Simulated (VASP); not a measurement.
Wanted: the native input for a VASP 6.6.1 run.

| Item | Value |
| --- | --- |
| Task | relaxation of the atoms |
| Functional | PBE |
| Potentials or basis | VASP PAW PBE potentials, release 64 (Si) |
| Cutoff | 520 eV |
| k mesh | 11 × 11 × 1 |
| Occupations | fermi-dirac, width 0.05 eV |
| Spin | no spin polarisation |
| Dipole correction | yes |
| Atoms held fixed (from 0) | [0] |
| Further INCAR settings | ALGO = Fast; EDIFF = 1e-06; IBRION = 2; EDIFFG = -0.02; NSW = 60 |

The structure of Si lies in POSCAR:

```
Si
1.0
    2.3993200000      0.0000000000      0.0000000000
    0.0000000000      2.4179400000      0.0000000000
    0.0000000000      0.0000000000     23.8000000000
Si
1
Selective dynamics
Direct
    0.5000000000      0.5000000000      0.2941200000  F F F
```

The cell was built by a generator and needn't be a form met in nature.

One way to write it, as run:

INCAR

```
  PREC = Accurate
  ENCUT = 520
  EDIFF = 1E-6
  ISMEAR = -1
  SIGMA = 0.05
  LREAL = F
  LASPH = T
  NELM = 80
  ALGO = Fast
  ISIF = 2
  LWAVE = F
  LCHARG = F
  LDIPOL = T
  IDIPOL = 3
  DIPOL = 0.5 0.5 0.294
  GGA = PE
  IBRION = 2
  NSW = 60
  EDIFFG = -0.02
```

KPOINTS

```
regular mesh
0
Gamma
  11 11 1
```

Potentials or basis: VASP PAW PBE potentials, release 64 (Si).

Run with:

```console
$ cat potpaw_PBE.64/Si/POTCAR > POTCAR
$ mpirun -np 1 vasp_std > vasp.out
```

Results of the run:

The band gap on the k mesh is none (metal or under the smearing width).

Caveat: the relaxation stopped at its first step, so nothing moved.

It took 30 s on 1 thread of Intel(R) Xeon(R) Platinum 8488C (Sapphire Rapids), on a shared host, peak memory 0.22 GiB.
